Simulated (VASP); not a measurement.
# Ag (Im-3m) in VASP: further runs, part 2 of 2

VASP 6.6.1.

### 4 Single point, r2SCAN

File INCAR:

```
SYSTEM = Ag
PREC     = Accurate       ! precision mode
ENCUT    = 900            ! plane-wave cutoff, eV
EDIFF    = 1E-6           ! SCF threshold, eV
ISMEAR   = 1              ! smearing method
SIGMA    = 0.1            ! smearing width, eV
LREAL    = .False.        ! projectors in reciprocal space
LASPH    = .True.         ! aspherical terms in the spheres
NELM     = 100            ! most SCF steps
ALGO     = Normal         ! electronic algorithm
ISIF     = 2              ! what is computed and relaxed
LWAVE    = .False.        ! write WAVECAR
LCHARG   = .False.        ! write CHGCAR
METAGGA  = R2SCAN         ! meta-GGA
LMIXTAU  = .True.       
ADDGRID  = .False.
```

File KPOINTS:

```
regular mesh
0
Gamma
  10 10 10
  0 0 0
```

File POSCAR:

```
Ag
1.0
   -1.6556540000      1.6556540000      1.6556540000
    1.6556540000     -1.6556540000      1.6556540000
    1.6556540000      1.6556540000     -1.6556540000
Ag
1
Direct
    0.0000000000      0.0000000000      0.0000000000
```

Potentials or basis: VASP PAW PBE potentials, release 64 (Ag).

Command:

```bash
> cat potpaw_PBE.64/Ag/POTCAR > POTCAR
> mpirun -np 1 vasp_std > vasp.out
```

OUTCAR:

```text
SYSTEM = Ag
   PREC = Accurate
   ENCUT = 900
   EDIFF = 1E-6
   ISMEAR = 1
   LREAL = .False.
   LASPH = .True.
   NELM = 100
   ISIF = 2
   METAGGA = R2SCAN

 Found     47 irreducible k-points:

 Following reciprocal coordinates:
            Coordinates               Weight
  0.000000  0.000000  0.000000      1.000000
  0.100000  0.000000  0.000000     12.000000
  0.200000  0.000000  0.000000     12.000000
  0.300000  0.000000  0.000000     12.000000
  0.400000  0.000000  0.000000     12.000000
  0.500000  0.000000  0.000000      6.000000
   k-points           NKPTS =     47   k-points in BZ     NKDIM =     47   number of bands    NBANDS=      9
   number of dos      NEDOS =    301   number of ions     NIONS =      1
   total plane-waves  NPLWV =  21952
   dimension x,y,z NGX =    28 NGY =   28 NGZ =   28
   dimension x,y,z NGXF=    56 NGYF=   56 NGZF=   56
   ions per type =               1
   NGX,Y,Z   is equivalent  to a cutoff of  16.23, 16.23, 16.23 a.u.
   NGXF,Y,Z  is equivalent  to a cutoff of  32.46, 32.46, 32.46 a.u.
 SYSTEM =  Ag
   PREC   = accura    normal or accurate (medium, high low for compatibility)
   ISTART =      0    job   : 0-new  1-cont  2-samecut
   ICHARG =      2    charge: 1-file 2-atom 10-const
   ISPIN  =      1    spin polarized calculation?
   LNONCOLLINEAR =      F non collinear calculations
   LSORBIT =      F    spin-orbit coupling
   LASPH  =      T    aspherical Exc in radial PAW
   ENCUT  =  900.0 eV  66.15 Ry    8.13 a.u.   7.01  7.01  7.01*2*pi/ulx,y,z
[... 62 lines left out ...]
      4       2.5693      2.00000
      5       3.7915      2.00000
      6       3.7915      2.00000
      7      26.0631      0.00000
      8      26.0631      0.00000
      9      26.0631      0.00000
[... 49 lines left out ...]
 k-point     6 :       0.5000    0.0000    0.0000
  band No.  band energies     occupation
      1       1.2481      2.00000
      2       1.8557      2.00000
      3       3.7408      2.00000
      4       3.8952      2.00000
      5       4.7216      2.00000
      6       7.7641      0.87992
      7      11.5221      0.00000
      8      21.2537      0.00000
      9      22.1123      0.00000

 [... further k-points ...]

------------------------ aborting loop because EDIFF is reached ----------------------------------------

  FORCE on cell =-STRESS in cart. coord.  units (eV):
  Direction    XX          YY          ZZ          XY          YZ          ZX
  --------------------------------------------------------------------------------------
  -------------------------------------------------------------------------------------
  Total       -0.3489461     -0.3489461     -0.3489461     -0.0000000     -0.0000000      0.0000000
  in kB      -30.7964157    -30.7964157    -30.7964157     -0.0000000     -0.0000000      0.0000000
  external PRESSURE =     -30.7964157 kB  Pullay stress =       0.0000000 kB

 VOLUME and BASIS-vectors are now :
 -----------------------------------------------------------------------------
  energy-cutoff  :      900.00
  volume of cell :       18.15
      direct lattice vectors                 reciprocal lattice vectors
    -1.655654000  1.655654000  1.655654000     0.000000000  0.301995465  0.301995465
     1.655654000 -1.655654000  1.655654000     0.301995465  0.000000000  0.301995465
     1.655654000  1.655654000 -1.655654000     0.301995465  0.301995465  0.000000000

 POSITION                                       TOTAL-FORCE (eV/Angst)
 -----------------------------------------------------------------------------------
      0.00000      0.00000      0.00000         0.000000      0.000000     -0.000000
 -----------------------------------------------------------------------------------
    total drift:                               -0.000000     -0.000000     -0.000000

  FREE ENERGIE OF THE ION-ELECTRON SYSTEM (eV)
  ---------------------------------------------------
  free  energy   TOTEN  =       -21.2865854992 eV

  energy  without entropy=      -21.2858226585  energy(sigma->0) =      -21.28633122
```

OSZICAR:

```text
N       E                     dE             d eps       ncg     rms          rms(c)
DAV:   1     0.411311557031E+02    0.41131E+02   -0.79190E+03   846   0.176E+03
DAV:   2    -0.242930938064E+02   -0.65424E+02   -0.63114E+02   875   0.259E+02
DAV:   3    -0.247710446948E+02   -0.47795E+00   -0.47600E+00   987   0.280E+01
DAV:   4    -0.247727643558E+02   -0.17197E-02   -0.17195E-02   920   0.144E+00
DAV:   5    -0.247727859258E+02   -0.21570E-04   -0.21571E-04   900   0.156E-01    0.531E+00
DAV:   6    -0.211425244185E+02    0.36303E+01   -0.82736E+00   848   0.330E+01    0.510E+00
DAV:   7    -0.212870379536E+02   -0.14451E+00   -0.54028E-01   853   0.746E+00    0.237E+00
DAV:   8    -0.212662904119E+02    0.20748E-01   -0.36031E-02   866   0.213E+00    0.155E-01
DAV:   9    -0.212785610312E+02   -0.12271E-01   -0.49776E-02   867   0.196E+00    0.227E-01
DAV:  10    -0.212786300194E+02   -0.68988E-04   -0.20116E-03   869   0.570E-01    0.111E-01
DAV:  11    -0.212863520543E+02   -0.77220E-02   -0.79697E-03   864   0.783E-01    0.349E-02
DAV:  12    -0.212865029372E+02   -0.15088E-03   -0.76060E-04   888   0.295E-01    0.340E-02
DAV:  13    -0.212865417689E+02   -0.38832E-04   -0.27481E-05   887   0.699E-02    0.258E-02
DAV:  14    -0.212865878441E+02   -0.46075E-04   -0.71730E-05   877   0.728E-02    0.135E-02
DAV:  15    -0.212865858918E+02    0.19523E-05   -0.20393E-05   882   0.473E-02    0.252E-03
DAV:  16    -0.212865854992E+02    0.39258E-06   -0.45662E-07   458   0.786E-03
   1 F= -.21286585E+02 E0= -.21286331E+02  d E =-.762841E-03
```

It took 29 s on 1 thread of Intel Xeon 6975P-C (Granite Rapids), shared host; peak memory 0.17 GiB.

The run converged, but some of its settings lie outside the range that counts as converged, so its numbers aren't taken as properties of the crystal.

What came out:

* Free energy: -21.2866 eV
* Pressure: -3.1 GPa
* Band gap on the k mesh: none (metal or under the smearing width)

Caveat: the PAW data sets were made with another functional, which shifts forces and pressure a little.

### 5 Single point, r2SCAN

INCAR, as its differences from that of step 4:

```diff
@@ -2,3 +2,3 @@
 PREC     = Accurate       ! precision mode
-ENCUT    = 900            ! plane-wave cutoff, eV
+ENCUT    = 450            ! plane-wave cutoff, eV
 EDIFF    = 1E-6           ! SCF threshold, eV
```

File KPOINTS:

```
regular mesh
0
Gamma
  15 15 15
  0 0 0
```

POSCAR is that of step 4.

Command:

```bash
> cat potpaw_PBE.64/Ag/POTCAR > POTCAR
> mpirun -np 1 vasp_std > vasp.out
```

It took 27 s on 1 thread of Intel Xeon 6975P-C (Granite Rapids), shared host; peak memory 0.13 GiB.

The run converged, but some of its settings lie outside the range that counts as converged, so its numbers aren't taken as properties of the crystal.

Results:

- Free energy: -21.3189 eV
- Pressure: -3.6 GPa
- Band gap on the k mesh: none (metal or under the smearing width)

Caveat: the PAW data sets were made with another functional, which shifts forces and pressure a little.

### 6 Single point, r2SCAN

INCAR, as its differences from that of step 5:

```diff
@@ -5,3 +5,3 @@
 ISMEAR   = 1              ! smearing method
-SIGMA    = 0.1            ! smearing width, eV
+SIGMA    = 0.4            ! smearing width, eV
 LREAL    = .False.        ! projectors in reciprocal space
```

KPOINTS is that of step 5.

POSCAR is that of step 5.

Potentials or basis: VASP PAW PBE potentials, release 64 (Ag).

Command:

```bash
> cat potpaw_PBE.64/Ag/POTCAR > POTCAR
> mpirun -np 1 vasp_std > vasp.out
```

OUTCAR:

```text
SYSTEM = Ag
   PREC = Accurate
   ENCUT = 450
   EDIFF = 1E-6
   ISMEAR = 1
   LREAL = .False.
   LASPH = .True.
   NELM = 100
   ISIF = 2
   METAGGA = R2SCAN

 Found    120 irreducible k-points:

 Following reciprocal coordinates:
            Coordinates               Weight
  0.000000  0.000000  0.000000      1.000000
  0.066667  0.000000  0.000000     12.000000
  0.133333  0.000000  0.000000     12.000000
  0.200000  0.000000  0.000000     12.000000
  0.266667  0.000000  0.000000     12.000000
  0.333333  0.000000  0.000000     12.000000
   k-points           NKPTS =    120   k-points in BZ     NKDIM =    120   number of bands    NBANDS=      9
[... 148 lines left out ...]

  FORCE on cell =-STRESS in cart. coord.  units (eV):
  Direction    XX          YY          ZZ          XY          YZ          ZX
  --------------------------------------------------------------------------------------
  -------------------------------------------------------------------------------------
  Total       -0.4102103     -0.4102103     -0.4102103     -0.0000000     -0.0000000     -0.0000000
  in kB      -36.2033220    -36.2033220    -36.2033220     -0.0000000     -0.0000000     -0.0000000
  external PRESSURE =     -36.2033220 kB  Pullay stress =       0.0000000 kB

 VOLUME and BASIS-vectors are now :
 -----------------------------------------------------------------------------
  energy-cutoff  :      450.00
  volume of cell :       18.15
      direct lattice vectors                 reciprocal lattice vectors
    -1.655654000  1.655654000  1.655654000     0.000000000  0.301995465  0.301995465
     1.655654000 -1.655654000  1.655654000     0.301995465  0.000000000  0.301995465
     1.655654000  1.655654000 -1.655654000     0.301995465  0.301995465  0.000000000

 POSITION                                       TOTAL-FORCE (eV/Angst)
 -----------------------------------------------------------------------------------
      0.00000      0.00000      0.00000        -0.000000      0.000000      0.000000
 -----------------------------------------------------------------------------------
    total drift:                                0.000000     -0.000000      0.000000

  FREE ENERGIE OF THE ION-ELECTRON SYSTEM (eV)
  ---------------------------------------------------
  free  energy   TOTEN  =       -21.3209437000 eV

  energy  without entropy=      -21.3209081514  energy(sigma->0) =      -21.32093185
```

Wall time 27 s (1 thread of Intel Xeon 6975P-C (Granite Rapids), shared host); peak memory 0.13 GiB.

These settings aren't checked as converged: the numbers below hold their error.

Results:

| Property | Result |
| --- | --- |
| Free energy | -21.3209 eV |
| Pressure | -3.6 GPa |
| Band gap on the k mesh | none (metal or under the smearing width) |

Caveat: the PAW data sets were made with another functional, which shifts forces and pressure a little.
